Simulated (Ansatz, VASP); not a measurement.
**HfO2 in VASP and in Ansatz**

File INCAR:

```
SYSTEM = HfO2
PREC = Accurate
ENCUT = 520
EDIFF = 1E-6
ISMEAR = -1
SIGMA = 0.02
LREAL = .FALSE.
LASPH = .TRUE.
NELM = 80
ALGO = Normal
ISIF = 2
LWAVE = .FALSE.
LCHARG = .TRUE.
GGA = PE
LELF = .TRUE.
LVHAR = .TRUE.
NBANDS = 18
```

File KPOINTS:

```
Automatic mesh
0
G
  8 8 8
  0 0 0
```

File POSCAR:

```
HfO2
1.0
    0.0128988298      2.5291823194      2.5291823194
    2.5291823194      0.0128988298      2.5291823194
    2.5420811492      2.5420811492      0.0000000000
Hf O
1 2
Direct
    0.0000000000      0.0000000000      0.0000000000
    0.2492727742      0.2492727742      0.2507272258
    0.7507272258      0.7507272258      0.7492727742
```

Input for Ansatz:

```yaml
crystal:
  lattice:
    - [0.0128988298, 2.5291823194, 2.5291823194]
    - [2.5291823194, 0.0128988298, 2.5291823194]
    - [2.5420811492, 2.5420811492, 0.0]
  atoms:
    - { symbol: Hf, position: [0.0, 0.0, 0.0] }
    - { symbol: O, position: [0.2492727742, 0.2492727742, 0.2507272258] }
    - { symbol: O, position: [0.7507272258, 0.7507272258, 0.7492727742] }
kpoints:
  mp_grid: { grid: [8, 8, 8] }
  band_path:
    path:
      - [0.0, 0.0, 0.0]
      - [0.5, 0.0, 0.5]
      - [0.625, 0.25, 0.625]
      - [0.375, 0.375, 0.75]
      - [0.5, 0.5, 0.5]
      - [0.5, 0.25, 0.75]
    npoints: 1
hamiltonian:
  xc: pbe
scf:
  occupations: { method: fermi_dirac, width: 0.02 }
  n_extra_bands: 4
output:
  forces: true
  stress: true
  eigenvalues: true
```

Change from the starting cell: shear_xy strain +1.0%.

Alike in both runs: task single point; functional PBE; k mesh 8 × 8 × 8; occupations fermi-dirac, width 0.02 eV; no spin polarisation.

```csv
,VASP,Ansatz
version,VASP 6.6.1,Ansatz 0.2.0
potentials or method,"VASP PAW PBE potentials, release 64 (Hf_pv, O)","plane waves, PAW"
plane-wave cutoff (eV),520,420
valence electrons in the cell,22,38
```

|  | VASP | Ansatz | Ansatz less VASP |
| --- | --- | --- | --- |
| gap on the k mesh at the Fermi level (eV) | 3.82 | 3.80 | -0.017 |
| pressure (GPa) | 2.2 | 6.0 | +3.84 |
| largest component of the traceless stress (GPa) | 0.72 | 0.74 | +0.024 |
| rms of the force components (eV/Å) | 0.001 | 0.004 | +0.0025 |

Atom by atom the forces differ by 0.003 eV/Å (rms over components). The two sets of potentials don't hold the same shells in valence.

Caveats: spin-orbit coupling is left out, which moves the levels of the heavy elements. A k mesh can miss the band edges.
